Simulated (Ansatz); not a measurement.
# AlRu (Pm-3m) under uniaxial strain along [001]

Aim: how do the optical modes of AlRu (Pm-3m) shift and split under this strain?

Program: Ansatz 0.2.0. Level of theory: DFT PBEsol, scalar-relativistic, plane waves, PAW; PAW set soft_1. Results are calculated unless marked as measured.

Most raw output is cut from this account.

## (1) The structure

It takes space group Pm-3m (No. 221, cubic). Conventional cell: a = 2.992 Å, b = 2.992 Å, c = 2.992 Å, α = 90.00°, β = 90.00°, γ = 90.00°. Nearest to Al lie 8 Ru at 2.59 Å. Ru has 8 Al at 2.59 Å nearest. Farther neighbours are not listed.

## (2) Bringing the structure to rest

Harmonic phonons are second derivatives at a point where the forces vanish, and they are wanted at zero stress, so atoms and cell are relaxed first.

Input file input.yaml:

```yaml
crystal:
  lattice:
    - [2.9916, 0.0, 0.0]
    - [0.0, 2.9916, 0.0]
    - [0.0, 0.0, 2.9916]
  atoms:
    - { symbol: Al, position: [0.0, 0.0, 0.0] }
    - { symbol: Ru, position: [0.5, 0.5, 0.5] }
kpoints:
  mp_grid: { grid: [14, 14, 14] }
hamiltonian:
  xc: pbesol
  pseudopotentials: { kind: paw, azcp: { folder: soft_1 }, xc_functional: pbe }
scf:
  occupations: { method: gaussian, width: 0.1 }
output:
  forces: true
  stress: true
  eigenvalues: true
relax:
  adjacent_minimum: "off"
  f_tol: 0.005
  max_steps: 80
  cell: { stress_tol: 0.05 }
```

Started as:

```console
$ ansatz run input.yaml --threads 4 --pin off --max-ram 10240MiB --backend cpu --events-out ev --progress --plain --runs-dir out
```

Elapsed: 2.4 s, on 4 threads of Intel Xeon Platinum 8488C (Sapphire Rapids), shared host; peak memory 0.41 GiB.

Relaxation path:

```csv
step,energy less that of the first step (eV),largest force component (eV/Å),pressure (GPa),volume (Å³)
1,0.0000,0.0000,-3.29,26.77
2,-0.0044,0.0000,0.89,26.26
3,-0.0046,0.0000,-0.02,26.37
4*,-0.0043,0.0000,-0.03,26.37
```

Relaxation steps marked * repeat the geometry before them on a plane-wave basis chosen anew for their cell, so energy and pressure can jump there.

The run keeps the 48 symmetry operations that it works with, so distortions that break them were not tested.

```csv
"conventional cell, symmetrised",before,after,change
a (Å),2.992,2.976,-0.5 %
b (Å),2.992,2.976,-0.5 %
c (Å),2.992,2.976,-0.5 %
volume (Å³/atom),13.39,13.18,-1.5 %
```

Final coordinates:

```cif
data_structure
_symmetry_space_group_name_H-M 'P 1'
_symmetry_Int_Tables_number 1
_cell_length_a 2.9763
_cell_length_b 2.9763
_cell_length_c 2.9763
_cell_angle_alpha 90.000
_cell_angle_beta 90.000
_cell_angle_gamma 90.000
_cell_volume 26.37
loop_
_atom_site_label
_atom_site_type_symbol
_atom_site_fract_x
_atom_site_fract_y
_atom_site_fract_z
_atom_site_occupancy
Al1 Al 0.00000 0.00000 0.00000 1
Ru2 Ru 0.50000 0.50000 0.50000 1
```

This step gave:

```yaml
pressure: -0.02791 GPa
volume_per_atom: 13.18 Å³
gap_on_the_k_mesh: 0 eV
```

In this step the volume went from 13.39 to 13.18 Å³/atom.

## (3) Tight relaxation

Phonons need small forces and stress, so the relaxation is finished with tight tolerances on 16×16×16 k points.

input.yaml, the sections that differ from step 2:

```yaml
crystal:
  lattice:
    - [2.9763250966, 0.0, 0.0]
    - [0.0, 2.9763250966, 0.0]
    - [0.0, 0.0, 2.9763250966]
  atoms:
    - { symbol: Al, position: [0.0, 0.0, 0.0] }
    - { symbol: Ru, position: [0.5, 0.5, 0.5] }
kpoints:
  mp_grid: { grid: [16, 16, 16] }
scf:
  occupations: { method: methfessel_paxton, width: 0.2 }
relax:
  adjacent_minimum: "off"
  f_tol: 0.001
  max_steps: 60
  cell: { stress_tol: 0.01 }
# hamiltonian, output: as in step 2
```

Wall time 2.8 s (4 threads); peak memory 0.44 GiB; 9.4 s of CPU time.

Little changed from the start: no atom moved by 0.005 Å and no cell edge by 0.1 %.

Numbers from this step:

- pressure: -2.00e-4 GPa

The forces vanish by symmetry and the pressure is 0.000 GPa, within the tolerances set. The cell now holds 13.18 Å³/atom.

## (4) Modes at rest

The force constants come from the linear response of the density to a displacement.

The modes at rest are the reference of the series.

input.yaml, the sections that differ from step 3:

```yaml
crystal:
  lattice:
    - [2.9760064482, 0.0, 0.0]
    - [0.0, 2.9760064482, 0.0]
    - [0.0, 0.0, 2.9760064482]
  atoms:
    - { symbol: Al, position: [0.0, 0.0, 0.0] }
    - { symbol: Ru, position: [0.5, 0.5, 0.5] }
output:
  eigenvalues: true
phonons:
  method: dfpt
# kpoints, hamiltonian, scf: as in step 3
# relax: removed
```

Run time: 7.7 s. Hardware: 4 threads; peak memory 0.73 GiB; 27 s of CPU time.

Numbers from this step:

```yaml
sum_rule_residual_before_enforcement: 1.43e-5 eV/Å²
point_group: m-3m
highest_optical_mode_at_the_zone_centre_no_lo_to_term: 321.5 cm⁻¹
lowest_optical_zone_centre_mode: 321.5 cm⁻¹
```

Patterns of degenerate modes are one choice out of their space. The modes at Γ (shares of kinetic energy by element, %):

```csv
mode,frequency (cm⁻¹),symmetry,Al %,Ru %
1,0.0,acoustic,21,79
2,0.0,acoustic,21,79
3,0.0,acoustic,21,79
4,321.5,T1u,79,21
5,321.5,T1u,79,21
6,321.5,T1u,79,21
```

Displacements in mode 4 (321.5 cm⁻¹), the largest set to 1:
```
Al1  0.00  0.00  1.00
Ru2  0.00  0.00 -0.27
```

Before it was imposed, the acoustic sum rule was missed by 1.4e-5 eV/Å². Small misses are needed for a sound result but don't prove that mesh and cutoff are converged. The lowest optical mode is real, 321 cm⁻¹.

## (5) Relaxation of a member: uniaxial strain of +4 % along [001]

The cell takes a uniaxial strain of +4 % along [001]. The strained length and the angles are held, while the rest of the cell and the atoms relax.

input.yaml, the sections that differ from step 4:

```yaml
crystal:
  lattice:
    - [2.9480931411, 0.0, 0.0]
    - [0.0, 2.9480931411, 0.0]
    - [0.0, 0.0, 3.0950467061]
  atoms:
    - { symbol: Al, position: [0.0, 0.0, 0.0] }
    - { symbol: Ru, position: [0.5, 0.5, 0.5] }
output:
  forces: true
  stress: true
  eigenvalues: true
relax:
  adjacent_minimum: "off"
  f_tol: 0.001
  max_steps: 60
  cell: { stress_tol: 0.01, fix: [c, angles] }
# kpoints, hamiltonian, scf: as in step 4
# phonons: removed
```

Run time: 6.3 s. Hardware: 4 threads; peak memory 0.5 GiB; 23 s of CPU time.

Relaxation path:

```csv
step,energy less that of the first step (eV),largest force component (eV/Å),pressure (GPa),volume (Å³)
1,0.0000,0.0000,-4.04,26.90
2,-0.0009,0.0000,-2.36,26.69
3,-0.0009,0.0000,-2.77,26.74
4*,-0.0008,0.0000,-2.77,26.74
```

Relaxation steps marked * repeat the geometry before them on a plane-wave basis chosen anew for their cell, so energy and pressure can jump there.

The run keeps the 16 symmetry operations that it works with, so distortions that break them were not tested.

```csv
"conventional cell, symmetrised",before,after,change
a (Å),2.948,2.939,-0.3 %
b (Å),2.948,2.939,-0.3 %
c (Å),3.095,3.095,+0.0 %
volume (Å³/atom),13.45,13.37,-0.6 %
```

Final coordinates:

```xyz
2
Lattice="2.9391 0.0000 0.0000 0.0000 2.9391 0.0000 0.0000 0.0000 3.0950" Properties=species:S:1:pos:R:3 pbc="T T T"
Al    0.0000    0.0000    0.0000
Ru    1.4696    1.4696    1.5475
```

This step gave:

```yaml
pressure: -2.773 GPa
volume_per_atom: 13.37 Å³
```

The forces vanish by symmetry.

The cell shrank by 0.6 % in volume.

## (6) Zone-centre modes of the member: uniaxial strain of +4 % along [001]

The zone-centre modes follow for uniaxial strain of +4 % along [001].

input.yaml, the sections that differ from step 5:

```yaml
crystal:
  lattice:
    - [2.9391332643, 0.0, 0.0]
    - [0.0, 2.9391332643, 0.0]
    - [0.0, 0.0, 3.0950467061]
  atoms:
    - { symbol: Al, position: [0.0, 0.0, 0.0] }
    - { symbol: Ru, position: [0.5, 0.5, 0.5] }
output:
  eigenvalues: true
phonons:
  method: dfpt
# kpoints, hamiltonian, scf: as in step 5
# relax: removed
```

Wall time 19 s (4 threads); peak memory 1 GiB.

Numbers from this step:

```
sum-rule residual before enforcement                    : 8.37e-5 eV/Å²
point group                                             : 4/mmm
highest optical mode at the zone centre (no LO-TO term) : 318.6 cm⁻¹
lowest optical zone-centre mode                         : 307.3 cm⁻¹
```

Patterns of degenerate modes are one choice out of their space. Modes at Γ, with each element's share of the kinetic energy:

```csv
mode,frequency (cm⁻¹),symmetry,Al %,Ru %
1,0.0,acoustic,21,79
2,0.0,acoustic,21,79
3,0.0,acoustic,21,79
4,307.3,Eu,79,21
5,307.3,Eu,79,21
6,318.6,A2u,79,21
```

The lowest optical mode is real, 307 cm⁻¹, and the highest lies at 318.6 cm⁻¹.

## (7) A member of the series: uniaxial strain of -4 % along [001]

The cell takes a uniaxial strain of -4 % along [001]. The strained length and the angles are held, while the rest of the cell and the atoms relax.

input.yaml, the sections that differ from step 6:

```yaml
crystal:
  lattice:
    - [3.0059456428, 0.0, 0.0]
    - [0.0, 3.0059456428, 0.0]
    - [0.0, 0.0, 2.8569661902]
  atoms:
    - { symbol: Al, position: [0.0, 0.0, 0.0] }
    - { symbol: Ru, position: [0.5, 0.5, 0.5] }
output:
  forces: true
  stress: true
  eigenvalues: true
relax:
  adjacent_minimum: "off"
  f_tol: 0.001
  max_steps: 60
  cell: { stress_tol: 0.01, fix: [c, angles] }
# kpoints, hamiltonian, scf: as in step 6
# phonons: removed
```

Elapsed: 6.2 s, on 4 threads; peak memory 0.48 GiB; 23 s of CPU time.

Relaxation path:

```csv
step,energy less that of the first step (eV),largest force component (eV/Å),pressure (GPa),volume (Å³)
1,0.0000,0.0000,5.10,25.81
2,-0.0008,0.0000,3.31,26.02
3,-0.0008,0.0000,3.51,25.99
4*,-0.0010,0.0000,3.52,25.99
```

Relaxation steps marked * repeat the geometry before them on a plane-wave basis chosen anew for their cell, so energy and pressure can jump there.

The run keeps the 16 symmetry operations that it works with, so distortions that break them were not tested.

```csv
"conventional cell, symmetrised",before,after,change
a (Å),3.006,3.016,+0.3 %
b (Å),3.006,3.016,+0.3 %
c (Å),2.857,2.857,-0.0 %
volume (Å³/atom),12.91,13.00,+0.7 %
```

The relaxed structure:

```cif
data_structure
_symmetry_space_group_name_H-M 'P 1'
_symmetry_Int_Tables_number 1
_cell_length_a 3.0163
_cell_length_b 3.0163
_cell_length_c 2.8570
_cell_angle_alpha 90.000
_cell_angle_beta 90.000
_cell_angle_gamma 90.000
_cell_volume 25.99
loop_
_atom_site_label
_atom_site_type_symbol
_atom_site_fract_x
_atom_site_fract_y
_atom_site_fract_z
_atom_site_occupancy
Al1 Al 0.00000 0.00000 0.00000 1
Ru2 Ru 0.50000 0.50000 0.50000 1
```

This step gave:

- pressure: 3.515 GPa
- volume per atom: 13.00 Å³

The forces vanish by symmetry.

The cell grew by 0.7 % in volume.

## (8) Modes of this member: uniaxial strain of -4 % along [001]

The zone-centre modes follow for uniaxial strain of -4 % along [001].

input.yaml, the sections that differ from step 7:

```yaml
crystal:
  lattice:
    - [3.0162905241, 0.0, 0.0]
    - [0.0, 3.0162905241, 0.0]
    - [0.0, 0.0, 2.8569661902]
  atoms:
    - { symbol: Al, position: [0.0, 0.0, 0.0] }
    - { symbol: Ru, position: [0.5, 0.5, 0.5] }
output:
  eigenvalues: true
phonons:
  method: dfpt
# kpoints, hamiltonian, scf: as in step 7
# relax: removed
```

Wall time 19 s (4 threads); peak memory 1 GiB; 68 s of CPU time.

Numbers from this step:

```
sum-rule residual before enforcement                    : 5.55e-5 eV/Å²
highest optical mode at the zone centre (no LO-TO term) : 332.9 cm⁻¹
lowest optical zone-centre mode                         : 320.3 cm⁻¹
```

Patterns of degenerate modes are one choice out of their space. The modes at Γ (shares of kinetic energy by element, %):

```csv
mode,frequency (cm⁻¹),symmetry,Al %,Ru %
1,0.0,acoustic,21,79
2,0.0,acoustic,21,79
3,0.0,acoustic,21,79
4,320.3,A2u,79,21
5,332.9,Eu,79,21
6,332.9,Eu,79,21
```

The lowest optical mode is real, 320 cm⁻¹, and the highest lies at 332.9 cm⁻¹.

For the highest optical mode at the zone centre (no LO-TO term), step 4 gave 321 cm⁻¹; this run, with strain -4 %, gives 333 cm⁻¹ (+4 %).

## (9) All members side by side

The members are set side by side, also those not shown above.

Stress is positive in compression; energies are extrapolated to zero smearing, and E0 is that at rest; the edges not held and the atoms are relaxed in each cell; all runs use 16×16×16 k points and Methfessel-Paxton smearing of 0.2 eV. State of the crystal along the series:

```csv
strain (%),stress along the axis (GPa),free strain along [100] (%),free strain along [010] (%),E - E0 (meV/atom)
-4,10.55,1.354,1.354,16.85
-3,7.625,1.006,1.006,9.234
-2,4.922,0.6633,0.6633,4.009
-1,2.391,0.3276,0.3276,0.9831
0,-2.00e-4,0,0,0
1,-2.267,-0.3181,-0.3181,0.9445
2,-4.399,-0.631,-0.631,3.674
3,-6.407,-0.9379,-0.9379,8.059
4,-8.301,-1.239,-1.239,13.98
```

Optical modes are counted from below at rest and tracked from member to member by their patterns, and modes that stay within 0.3 cm⁻¹ of each other stand once; labels, where given, are those at rest; the edges not held and the atoms are relaxed in each cell; all runs use 16×16×16 k points and Methfessel-Paxton smearing of 0.2 eV. Optical modes along the series:

```csv
strain (%),"optical mode 1 T1u, doublet (cm⁻¹)","optical mode 2 T1u, singlet (cm⁻¹)"
-4,332.9,320.3
-3,330.3,320.9
-2,327.5,321.4
-1,324.6,321.6
0,321.5,321.5
1,318.1,321.1
2,314.7,320.5
3,311.1,319.6
4,307.3,318.6
```

Value and slope at zero strain of a cubic (a lower polynomial where under five rows exist) through the rows within 2 % of rest. Slopes at rest:

```csv
mode,frequency (cm⁻¹),shift per percent of strain (cm⁻¹),shift per GPa of compressive stress (cm⁻¹)
"optical mode 1 T1u, doublet",321.5,-3.23,1.39
"optical mode 2 T1u, singlet",321.5,-0.23,0.1
```

## (10) Summary of results

```
members                                                          : 9
highest optical mode at the zone centre (no LO-TO term), at rest : 321.5 cm⁻¹
Young’s modulus along [001]                                      : 233 GPa
optical mode 1 T1u, doublet, shift per percent                   : -3.23 cm⁻¹
optical mode 2 T1u, singlet, shift per percent                   : -0.23 cm⁻¹
```

The stress changes by 2.33 GPa for each percent, a Young’s modulus of 233 GPa along [001]. For each percent the free edge responds with -0.32 %. The strain lowers the symmetry: the level at 321.5 cm⁻¹ splits, into 332.9 and 320.3 cm⁻¹ at -4 %. Within 2 % of rest optical mode 2 T1u, singlet bends away from a straight line, so a single slope holds only near rest. The fastest shift in the table of slopes is -3.2 cm⁻¹ for each percent (optical mode 1 T1u, doublet), or 1.4 cm⁻¹ for each GPa of compressive stress. For small strain, the measured shift of a line that Raman or infrared light can see, divided by its slope, estimates the stress, if the state of stress is of this kind. These are harmonic frequencies at zero temperature: anharmonic shifts, linewidths and thermal expansion are left out. With no gap, or one that is small against the smearing, the frequencies hang on the k mesh and the smearing, most of all near Kohn anomalies. The runs are without spin polarisation, although the cell has an odd electron count. The PAW files were made for PBE; the program adapts parts of them to the functional of the run, but their partial waves stay those of PBE, an approximation that was not tested in this session. Only the zone centre was solved, so an instability at another wavevector cannot show here.

[Logs are printed without paths, hosts, clocks, repeated set-up lines and the standing remarks that a program may print on its own settings, such as how far it seeks lower states.]

[Hosts, paths, dates, database ids (printed as entryN), source tags and the programs' standing remarks are cut or masked in the printed files.]
